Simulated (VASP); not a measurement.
# FeNi3 (Fm-3m) in VASP: further runs

The runs below take FeNi3 through single point, with LDA.

Program: VASP 6.6.1. These are calculated values, not measurements. Logs are shortened: lines on timing, memory, paths and dates and some standing lists are left out, and cuts for length are marked.

### Step 1. Starting point

The structure is cubic, space group Fm-3m (No. 225). The conventional cell has a = 5.581 Å, b = 5.581 Å, c = 5.581 Å, α = 90.00°, β = 90.00°, γ = 90.00°. Fe (site symmetry m-3m) is surrounded by 8 Ni at 2.42 Å. Around Ni (site symmetry -43m) lie 4 Fe at 2.42 Å and 4 Ni at 2.42 Å. Ni (site symmetry m-3m) has 8 Ni at 2.42 Å as nearest neighbours.

The cell comes from a database or a generator and needn't be the stable form of this composition.

### Step 2. Single point, LDA, collinear spin, typed start

The input, INCAR:

```
SYSTEM = FeNi3
PREC     = Accurate       ! precision mode
ENCUT    = 520            ! plane-wave cutoff, eV
EDIFF    = 1E-7           ! SCF threshold, eV
ISMEAR   = 1              ! smearing method
SIGMA    = 0.1            ! smearing width, eV
LREAL    = .FALSE.        ! projectors in reciprocal space
LASPH    = .TRUE.         ! aspherical terms in the spheres
NELM     = 150            ! most SCF steps
ALGO     = Normal         ! electronic algorithm
ISIF     = 2              ! what is computed and relaxed
LWAVE    = .FALSE.        ! write WAVECAR
LCHARG   = .TRUE.         ! write CHGCAR
ISPIN    = 2              ! spin polarisation
MAGMOM   = 2.4 1 1 1      ! initial moments
LORBIT   = 11             ! projections on sites
LMAXMIX  = 4              ! l up to which the mixer works
LELF     = .TRUE.         ! ELF
LVHAR    = .TRUE.       
NBANDS   = 31             ! bands
```

The input, KPOINTS:

```
regular mesh
0
G
  5 5 5
  0 0 0
```

The input, POSCAR:

```
FeNi3
1.0
    0.0000000000      2.7903698700      2.7903698700
    2.7903698700      0.0000000000      2.7903698700
    2.7903698700      2.7903698700      0.0000000000
Fe Ni
1 3
Direct
    0.0000000000      0.0000000000      0.0000000000
    0.7500000000      0.7500000000      0.7500000000
    0.2500000000      0.2500000000      0.2500000000
    0.5000000000      0.5000000000      0.5000000000
```

Potentials or basis: VASP PAW LDA potentials, release 64 (Fe, Ni).

The run is started by

```console
> cat potpaw_LDA.64/Fe/POTCAR potpaw_LDA.64/Ni/POTCAR > POTCAR
> mpirun -np 1 vasp_std > vasp.out
```

OUTCAR:

```text
SYSTEM = FeNi3
   PREC = Accurate
   ENCUT = 520
   EDIFF = 1E-7
   ISMEAR = 1
   LREAL = .FALSE.
   LASPH = .TRUE.
   NELM = 150
   ISIF = 2
   ISPIN = 2
   LORBIT = 11

 ion  position               nearest neighbor table
   1  0.000  0.000  0.000-   2 2.42   3 2.42   2 2.42   2 2.42   2 2.42   3 2.42   3 2.42   3 2.42
                             4 2.79   4 2.79   4 2.79   4 2.79   4 2.79   4 2.79
   2  0.750  0.750  0.750-   1 2.42   4 2.42   4 2.42   4 2.42   4 2.42   1 2.42   1 2.42   1 2.42
                             3 2.79   3 2.79   3 2.79   3 2.79   3 2.79   3 2.79
   3  0.250  0.250  0.250-   1 2.42   4 2.42   1 2.42   1 2.42   1 2.42   4 2.42   4 2.42   4 2.42
                             2 2.79   2 2.79   2 2.79   2 2.79   2 2.79   2 2.79
   4  0.500  0.500  0.500-   2 2.42   3 2.42   3 2.42   3 2.42   3 2.42   2 2.42   2 2.42   2 2.42
                             1 2.79   1 2.79   1 2.79   1 2.79   1 2.79   1 2.79

  LATTYP: Found a face centered cubic cell.
 ALAT       =     5.5807397400

  Lattice vectors:

 A1 = (   0.0000000000,   2.7903698700,   2.7903698700)
 A2 = (   2.7903698700,   0.0000000000,   2.7903698700)
 A3 = (   2.7903698700,   2.7903698700,   0.0000000000)

Analysis of symmetry for initial positions (statically):
=====================================================================
 Subroutine PRICEL returns:
 Original cell was already a primitive cell.

 Routine SETGRP: Setting up the symmetry group for a
 face centered cubic supercell.

 Subroutine GETGRP returns: Found 48 space group operations
 (whereof 48 operations were pure point group operations)
 out of a pool of 48 trial point group operations.

The static configuration has the point symmetry O_h .

Analysis of symmetry for dynamics (positions and initial velocities):
=====================================================================
 Subroutine PRICEL returns:
 Original cell was already a primitive cell.

 Routine SETGRP: Setting up the symmetry group for a
 face centered cubic supercell.

 Subroutine GETGRP returns: Found 48 space group operations
 (whereof 48 operations were pure point group operations)
 out of a pool of 48 trial point group operations.

The dynamic configuration has the point symmetry O_h .

Analysis of structural, dynamic, and magnetic symmetry:
=====================================================================
 Subroutine PRICEL returns:
 Original cell was already a primitive cell.

 Routine SETGRP: Setting up the symmetry group for a
 face centered cubic supercell.

 Subroutine GETGRP returns: Found 48 space group operations
 (whereof 48 operations were pure point group operations)
 out of a pool of 48 trial point group operations.

The overall configuration has the point symmetry O_h .

 Subroutine INISYM returns: Found 48 space group operations
 (whereof 48 operations are pure point group operations),
 and found     1 'primitive' translations

----------------------------------------------------------------------------------------

                                     Primitive cell

  volume of cell :      43.4526

  direct lattice vectors                    reciprocal lattice vectors
     0.000000000  2.790369870  2.790369870    -0.179187715  0.179187715  0.179187715
     2.790369870  0.000000000  2.790369870     0.179187715 -0.179187715  0.179187715
     2.790369870  2.790369870  0.000000000     0.179187715  0.179187715 -0.179187715

  length of vectors
     3.946178914  3.946178914  3.946178914     0.310362226  0.310362226  0.310362226

  position of ions in fractional coordinates (direct lattice)
     0.000000000  0.000000000  0.000000000
     0.750000000  0.750000000  0.750000000
     0.250000000  0.250000000  0.250000000
     0.500000000  0.500000000  0.500000000

  ion indices of the primitive-cell ions
   primitive index   ion index
                 1           1
                 2           2
                 3           3
                 4           4

----------------------------------------------------------------------------------------

 KPOINTS: regular mesh

Automatic generation of k-mesh.
 Grid dimensions read from file:
 generate k-points for:    5    5    5

 Generating k-lattice:

  Cartesian coordinates                     Fractional coordinates (reciprocal lattice)
    -0.035837543  0.035837543  0.035837543     0.200000000  0.000000000  0.000000000
     0.035837543 -0.035837543  0.035837543     0.000000000  0.200000000  0.000000000
     0.035837543  0.035837543 -0.035837543     0.000000000  0.000000000  0.200000000

  Length of vectors
     0.062072445  0.062072445  0.062072445

  Shift w.r.t. Gamma in fractional coordinates (k-lattice)
     0.000000000  0.000000000  0.000000000

 Subroutine IBZKPT returns following result:
 ===========================================

 Found     10 irreducible k-points:

 Following reciprocal coordinates:
            Coordinates               Weight
  0.000000  0.000000  0.000000      1.000000
  0.200000  0.000000  0.000000      8.000000
  0.400000  0.000000  0.000000      8.000000
  0.200000  0.200000  0.000000      6.000000
  0.400000  0.200000  0.000000     24.000000
 -0.400000  0.200000  0.000000     24.000000
 -0.200000  0.200000  0.000000     12.000000
  0.400000  0.400000  0.000000      6.000000
 -0.400000  0.400000  0.000000     12.000000
 -0.400000  0.400000  0.200000     24.000000
   k-points           NKPTS =     10   k-points in BZ     NKDIM =     10   number of bands    NBANDS=     31
   number of dos      NEDOS =    301   number of ions     NIONS =      4
   total plane-waves  NPLWV =  27000
   dimension x,y,z NGX =    30 NGY =   30 NGZ =   30
   dimension x,y,z NGXF=    60 NGYF=   60 NGZF=   60
   ions per type =               1   3
   NGX,Y,Z   is equivalent  to a cutoff of  12.64, 12.64, 12.64 a.u.
   NGXF,Y,Z  is equivalent  to a cutoff of  25.28, 25.28, 25.28 a.u.
 SYSTEM =  FeNi3
   PREC   = accura    normal or accurate (medium, high low for compatibility)
   ISTART =      0    job   : 0-new  1-cont  2-samecut
   ICHARG =      2    charge: 1-file 2-atom 10-const
   ISPIN  =      2    spin polarized calculation?
   LNONCOLLINEAR =      F non collinear calculations
   LSORBIT =      F    spin-orbit coupling
   LASPH  =      T    aspherical Exc in radial PAW
   ENCUT  =  520.0 eV  38.22 Ry    6.18 a.u.   7.34  7.34  7.34*2*pi/ulx,y,z
   NELM   =    150;   NELMIN=  2; NELMDL= -5     # of ELM steps
   EDIFF  = 0.1E-06   stopping-criterion for ELM
   LREAL  =      F    real-space projection
[... 7 lines left out ...]
   TEBEG  =    0.0;   TEEND  =   0.0 temperature during run
   PSTRESS=    0.0 pullay stress
   NELECT =      38.0000    total number of electrons
   NUPDOWN=      -1.0000    fix difference up-down
   EMIN   =  10.00;   EMAX   =-10.00  energy-range for DOS
   EFERMI =   0.00;   METHOD = LEGACY
   ISMEAR =     1;   SIGMA  =   0.10  broadening in eV -4-tet -1-fermi 0-gaus
   EFERMI_NEDOS =   21; number of points for ismear=-14 and -15
   IALGO  =     38    algorithm
   IMIX   =      4    mixing-type and parameters
     AMIX     =   0.40;   BMIX     =  1.00
     AMIX_MAG =   1.60;   BMIX_MAG =  1.00
  volume/ion in A,a.u.               =      10.86        73.31
  Fermi-wavevector in a.u.,A,eV,Ry     =   1.565540  2.958442 33.346743  2.450916
  Thomas-Fermi vector in A             =   2.668001
   LORBIT       =     11    0 simple, 1 ext, 2 COOP (PROOUT), +10 PAW based schemes
   GGA     = CA    functional components
   LHFCALC =     F    Hartree Fock is set to
   AEXX    =    0.0000 exact exchange contribution
   IVDW    =     0    specifies the selected vdW correction
   LEPSILON=     F    determine dielectric tensor
   LRPA    =     F    only Hartree local field effects (RPA)
 spin polarized calculation
 Methfessel and Paxton  Order N= 1 SIGMA  =   0.10
  energy-cutoff  :      520.00
  volume of cell :       43.45
 maximum number of plane-waves:      1211
 NGX is ok and might be reduce to    30
   NGX = 15   NGY = 15   NGZ = 15

 number of electron      38.0000020 magnetization       3.9271414

 Free energy of the ion-electron system (eV)
  ---------------------------------------------------
  ext. energy  EPLUGINS =         0.00000000
  ---------------------------------------------------
  free energy    TOTEN  =       -28.66318337 eV

  energy without entropy =      -28.66202606  energy(sigma->0) =      -28.66279760

 E-fermi :   8.4047     XC(G=0): -13.6289

 val. band max:        8.3596042048   @ k =  -0.4000   0.2000   0.0000
 cond. band min:       8.4089035189   @ k =  -0.4000   0.4000   0.0000
 fundamental gap:      0.0492993142
 Fermi energy:         8.4047489358

 spin component 1

 k-point     1 :       0.0000    0.0000    0.0000
  band No.  band energies     occupation
      1      -0.6216      1.00000
      2       3.7787      1.00000
      3       3.7787      1.00000
      4       4.8807      1.00000
      5       4.8807      1.00000
      6       4.8807      1.00000
[... 329 lines left out ...]
     30      24.0282      0.00000
     31      24.2269      0.00000
 Fermi energy:         8.4047489358

 spin component 2

 k-point     1 :       0.0000    0.0000    0.0000
  band No.  band energies     occupation
      1      -0.4824      1.00000
      2       4.5070      1.00000
      3       4.5070      1.00000
      4       5.5646      1.00000
      5       5.5646      1.00000
      6       5.5646      1.00000
[... 329 lines left out ...]
     30      24.4570      0.00000
     31      24.5584      0.00000

------------------------ aborting loop because EDIFF is reached ----------------------------------------

  FORCE on cell =-STRESS in cart. coord.  units (eV):
  Direction    XX          YY          ZZ          XY          YZ          ZX
  --------------------------------------------------------------------------------------
  -------------------------------------------------------------------------------------
  Total       -3.2702543     -3.2702543     -3.2702543      0.0000000      0.0000000     -0.0000000
  in kB     -120.5804195   -120.5804195   -120.5804195      0.0000000      0.0000000     -0.0000000
  external PRESSURE =    -120.5804195 kB  Pullay stress =       0.0000000 kB

 VOLUME and BASIS-vectors are now :
 -----------------------------------------------------------------------------
  energy-cutoff  :      520.00
  volume of cell :       43.45
      direct lattice vectors                 reciprocal lattice vectors
     0.000000000  2.790369870  2.790369870    -0.179187715  0.179187715  0.179187715
     2.790369870  0.000000000  2.790369870     0.179187715 -0.179187715  0.179187715
     2.790369870  2.790369870  0.000000000     0.179187715  0.179187715 -0.179187715

 POSITION                                       TOTAL-FORCE (eV/Angst)
 -----------------------------------------------------------------------------------
      0.00000      0.00000      0.00000         0.000000      0.000000      0.000000
      4.18555      4.18555      4.18555        -0.000000     -0.000000      0.000000
      1.39518      1.39518      1.39518         0.000000     -0.000000     -0.000000
      2.79037      2.79037      2.79037         0.000000      0.000000      0.000000
 -----------------------------------------------------------------------------------
    total drift:                                0.000000     -0.000000      0.000000

  FREE ENERGIE OF THE ION-ELECTRON SYSTEM (eV)
  ---------------------------------------------------
  free  energy   TOTEN  =       -28.6631833709 eV

  energy  without entropy=      -28.6620260622  energy(sigma->0) =      -28.66279760

 total charge

# of ion       s       p       d       tot
------------------------------------------
    1        0.475   0.512   6.179   7.166
    2        0.513   0.525   8.354   9.391
    3        0.513   0.525   8.354   9.391
    4        0.497   0.507   8.388   9.391
--------------------------------------------------
tot          1.998   2.069  31.273  35.340

 magnetization (x)

# of ion       s       p       d       tot
------------------------------------------
    1        0.005  -0.002   2.664   2.668
    2       -0.009  -0.027   0.558   0.522
    3       -0.009  -0.027   0.558   0.522
    4       -0.016  -0.027   0.235   0.193
--------------------------------------------------
tot         -0.029  -0.082   4.016   3.905
```

It took 49 s on 1 thread of AMD EPYC 7R13 (Zen 3), shared host; peak memory 0.14 GiB.

What came out:

| Item | Value |
| --- | --- |
| Free energy | -28.6632 eV |
| Pressure | -12.1 GPa |
| Band gap on the k mesh | none (metal or under the smearing width) |
| Net moment | 3.93 μB per cell |
| Site moments | Fe +2.67; Ni +0.52, +0.19 μB |
| Valence electrons inside the program's atomic spheres | Fe 7.17; Ni 9.39 |

Levels at points of the mesh, in eV from the Fermi level:
Spin up:
```
           k point  band 19  band 20  band 21  band 22  band 23  band 24
(0.00, 0.00, 0.00)    -0.21    -0.21    -0.21     8.20     8.20     8.20
```
Spin down:
| k point | band 13 | band 14 | band 15 | band 16 | band 17 | band 18 | band 19 | band 20 | band 21 | band 22 |
| --- | --- | --- | --- | --- | --- | --- | --- | --- | --- | --- |
| (0.00, 0.00, 0.00) | -0.39 | -0.39 | -0.34 | -0.34 | 0.83 | 0.83 | 0.83 | 1.00 | 1.00 | 8.50 |

Caveat: the k mesh is coarse (spacing up to 0.39 Å⁻¹), so the values aren't converged.

### Step 3. Single point, LDA, collinear spin, typed start

This run uses another cell than the first one, of 10.77 Å³/atom, 0.992 times its volume.

The input, INCAR:

```
SYSTEM = FeNi3
PREC = Accurate
ENCUT = 520
EDIFF = 1E-6
ISMEAR = 1
SIGMA = 0.1
LREAL = .False.
LASPH = .True.
NELM = 150
ALGO = Normal
ISIF = 2
LWAVE = .False.
LCHARG = .False.
ISPIN = 2
MAGMOM = 2.4 1 1 1
LORBIT = 11
LMAXMIX = 4
GGA = CA
NBANDS = 31
```

The input, KPOINTS:

```
Automatic mesh
0
Gamma
  5 5 5
  0 0 0
```

The input, POSCAR:

```
FeNi3
1.0
    0.0000000000      2.7825909340      2.7825909340
    2.7825909340      0.0000000000      2.7825909340
    2.7825909340      2.7825909340      0.0000000000
Fe Ni
1 3
Direct
    0.0000000000      0.0000000000      0.0000000000
    0.7500000000      0.7500000000      0.7500000000
    0.2500000000      0.2500000000      0.2500000000
    0.5000000000      0.5000000000      0.5000000000
```

Potentials or basis: VASP PAW LDA potentials, release 64 (Fe, Ni).

The run is started by

```console
> cat potpaw_LDA.64/Fe/POTCAR potpaw_LDA.64/Ni/POTCAR > POTCAR
> mpirun -np 1 vasp_std > vasp.out
```

OUTCAR:

```text
SYSTEM = FeNi3
   PREC = Accurate
   ENCUT = 520
   EDIFF = 1E-6
   ISMEAR = 1
   LREAL = .False.
   LASPH = .True.
   NELM = 150
   ISIF = 2
   ISPIN = 2
   LORBIT = 11
   GGA = CA

 ion  position               nearest neighbor table
   1  0.000  0.000  0.000-   2 2.41   2 2.41   2 2.41   2 2.41   3 2.41   3 2.41   3 2.41   3 2.41
                             4 2.78   4 2.78   4 2.78   4 2.78   4 2.78   4 2.78
   2  0.750  0.750  0.750-   4 2.41   4 2.41   4 2.41   1 2.41   4 2.41   1 2.41   1 2.41   1 2.41
                             3 2.78   3 2.78   3 2.78   3 2.78   3 2.78   3 2.78
   3  0.250  0.250  0.250-   1 2.41   1 2.41   1 2.41   1 2.41   4 2.41   4 2.41   4 2.41   4 2.41
                             2 2.78   2 2.78   2 2.78   2 2.78   2 2.78   2 2.78
   4  0.500  0.500  0.500-   3 2.41   3 2.41   3 2.41   2 2.41   3 2.41   2 2.41   2 2.41   2 2.41
                             1 2.78   1 2.78   1 2.78   1 2.78   1 2.78   1 2.78

[... 901 lines left out ...]
      0.00000      0.00000      0.00000        -0.000000     -0.000000     -0.000000
      4.17389      4.17389      4.17389        -0.000000     -0.000000     -0.000000
      1.39130      1.39130      1.39130         0.000000      0.000000      0.000000
      2.78259      2.78259      2.78259        -0.000000     -0.000000     -0.000000
 -----------------------------------------------------------------------------------
    total drift:                                0.000000     -0.000000      0.000000

  FREE ENERGIE OF THE ION-ELECTRON SYSTEM (eV)
  ---------------------------------------------------
  free  energy   TOTEN  =       -28.6886740222 eV

  energy  without entropy=      -28.6880224062  energy(sigma->0) =      -28.68845682

 total charge

# of ion       s       p       d       tot
------------------------------------------
    1        0.478   0.519   6.186   7.184
    2        0.516   0.533   8.357   9.406
    3        0.516   0.533   8.357   9.406
    4        0.501   0.514   8.392   9.407
--------------------------------------------------
tot          2.012   2.099  31.293  35.403

 magnetization (x)

# of ion       s       p       d       tot
------------------------------------------
    1        0.005  -0.002   2.648   2.651
    2       -0.010  -0.027   0.551   0.515
    3       -0.010  -0.027   0.551   0.515
    4       -0.016  -0.027   0.232   0.189
--------------------------------------------------
tot         -0.030  -0.082   3.982   3.870
```

OSZICAR:

```text
N       E                     dE             d eps       ncg     rms          rms(c)
DAV:   1     0.251589704807E+03    0.25159E+03   -0.16447E+04  1272   0.174E+03
DAV:   2    -0.152474804934E+02   -0.26684E+03   -0.25133E+03  1240   0.327E+02
DAV:   3    -0.327276900769E+02   -0.17480E+02   -0.16696E+02  1387   0.111E+02
DAV:   4    -0.329804394374E+02   -0.25275E+00   -0.25243E+00  1418   0.142E+01
DAV:   5    -0.329885338276E+02   -0.80944E-02   -0.80939E-02  1888   0.206E+00    0.215E+01
DAV:   6    -0.306396787999E+02    0.23489E+01   -0.26153E+01  1387   0.870E+01    0.273E+01
DAV:   7    -0.343332579709E+02   -0.36936E+01   -0.43957E+01  1453   0.126E+02    0.267E+01
DAV:   8    -0.309304618774E+02    0.34028E+01   -0.17417E+01  1591   0.574E+01    0.197E+01
DAV:   9    -0.289824160546E+02    0.19480E+01   -0.26759E+00  1662   0.413E+01    0.988E+00
DAV:  10    -0.287023182169E+02    0.28010E+00   -0.82412E-01  2008   0.213E+01    0.342E+00
DAV:  11    -0.286925947200E+02    0.97235E-02   -0.29266E-01  1965   0.919E+00    0.148E+00
DAV:  12    -0.286877084760E+02    0.48862E-02   -0.38883E-02  1506   0.264E+00    0.733E-01
DAV:  13    -0.286890847870E+02   -0.13763E-02   -0.41891E-03  1542   0.150E+00    0.346E-01
DAV:  14    -0.286887346625E+02    0.35012E-03   -0.24787E-03  1630   0.105E+00    0.147E-01
DAV:  15    -0.286886933873E+02    0.41275E-04   -0.22053E-04  1609   0.261E-01    0.749E-02
DAV:  16    -0.286886726467E+02    0.20741E-04   -0.65048E-05  1998   0.151E-01    0.185E-02
DAV:  17    -0.286886741056E+02   -0.14589E-05   -0.10812E-05  1375   0.450E-02    0.942E-03
DAV:  18    -0.286886740222E+02    0.83400E-07   -0.10959E-06   707   0.236E-02
   1 F= -.28688674E+02 E0= -.28688457E+02  d E =-.651616E-03  mag=     3.8941
```

It took 49 s on 1 thread of AMD EPYC 7R13 (Zen 3), shared host; peak memory 0.14 GiB.

What came out:

```
Free energy                                           : -28.6887 eV
Pressure                                              : -10.6 GPa
Band gap on the k mesh                                : none (metal or under the smearing width)
Net moment                                            : 3.89 μB per cell
Site moments                                          : Fe +2.65; Ni +0.52, +0.19 μB
Valence electrons inside the program's atomic spheres : Fe 7.18; Ni 9.41
```

Caveat: the k mesh is coarse (spacing up to 0.39 Å⁻¹), so the values aren't converged.
